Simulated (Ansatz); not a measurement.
# CuO2, space group Cmcm: a charge-density difference against the sublattices

Run with Ansatz 0.2.0 through its Python package.

`cuo2_drho.py`
```python
# -*- coding: utf-8 -*-
"""Density of CuO2 less that of its sublattices."""

import warnings

import ansatz as az
import numpy as np

vectors0 = np.array([
    [1.412615, -5.210747, 0.0],
    [1.412615, 5.210747, 0.0],
    [0.0, 0.0, 4.343424],
])
sites = [
    ("Cu", [0.832747, 0.167253, 0.25]),
    ("Cu", [0.167253, 0.832747, 0.75]),
    ("O", [0.448514, 0.551486, 0.25]),
    ("O", [0.551486, 0.448514, 0.75]),
    ("O", [0.21103, 0.78897, 0.25]),
    ("O", [0.78897, 0.21103, 0.75]),
]


def make_crystal(cell):
    crystal = az.Crystal(lattice=az.Lattice.of(cell))
    for symbol, position in sites:
        crystal = crystal.atom(symbol, position)
    return crystal

warnings.simplefilter("ignore", az.DeckWarning)

# one cutoff and one grid for all runs, so that the fields can be subtracted
def solve(crystal):
    return (
        crystal.calculation()
        .functional(az.Functional.PBE)
        .occupations(az.OccupationsMethod.COLD)
        .basis(460, grid_basis="typed")
        .kpoints(8, 8, 5)
        .density()
        .run(threads=1)
    )


whole = solve(make_crystal(vectors0))
difference = whole.density().channels[0].density_e_per_ang3.copy()
binding = whole.report["free_energy_ev"]
for element in ["Cu", "O"]:
    part = az.Crystal(lattice=az.Lattice.of(vectors0))
    for symbol, position in sites:
        if symbol == element:
            part = part.atom(symbol, position)
    alone = solve(part)
    difference -= alone.density().channels[0].density_e_per_ang3
    binding -= alone.report["free_energy_ev"]
    print(f"{element} sublattice: {alone.report['n_electrons']:g} electrons, {alone.report['n_iterations']} iterations")

voxel = abs(np.linalg.det(vectors0)) / difference.size
print(f"energy of the crystal less its unpolarised sublattices: {binding / len(sites):.4f} eV/atom")
print(f"net charge of the difference {difference.sum() * voxel:.5f} e, charge rearranged {0.5 * np.abs(difference).sum() * voxel:.3f} e")
print(f"extremes {difference.min():.4f} and {difference.max():.4f} e/A^3")
for (symbol, position) in sites:
    index = tuple(int(round(p * n)) % n for p, n in zip(position, difference.shape))
    print(f"  change of the pseudo-density at the grid point nearest {symbol}: {difference[index]:+.4f} e/A^3")
```

```console
$ python cuo2_drho.py
Cu sublattice: 38 electrons, 6 iterations
O sublattice: 24 electrons, 8 iterations
energy of the crystal less its unpolarised sublattices: -2.7618 eV/atom
net charge of the difference 0.00000 e, charge rearranged 1.269 e
extremes -0.9546 and 0.5920 e/A^3
  change of the pseudo-density at the grid point nearest Cu: -0.9239 e/A^3
  change of the pseudo-density at the grid point nearest Cu: -0.9239 e/A^3
  change of the pseudo-density at the grid point nearest O: +0.0704 e/A^3
  change of the pseudo-density at the grid point nearest O: +0.0704 e/A^3
  change of the pseudo-density at the grid point nearest O: +0.1676 e/A^3
  change of the pseudo-density at the grid point nearest O: +0.1676 e/A^3
```

What to keep in mind:
- These settings explore the input space; cutoff and mesh may be short of convergence.
- No spin polarisation was allowed.
- The mesh is modest for a metal, so energies can be off by several to tens of meV an atom and pressures by half a GPa or more; differences at equal mesh fare better.
- Without a Hubbard U or exact exchange, semilocal functionals often make such 3d compounds metallic or too weakly gapped.
- Grid values close to the nuclei reflect the PAW or pseudopotential construction, not the all-electron fields.
- The structure comes from a database of computed cells and needn't be a stable or known phase.
- Charge moved counts every rearrangement, bonding and polarisation too, and is no transfer between atoms; the bare sublattices are artificial references. Values near the nuclei depend on the potentials.
- The whole script took 15 s on 1 thread of Arm Neoverse V2, with other jobs on the host, peak memory 0.47 GiB.
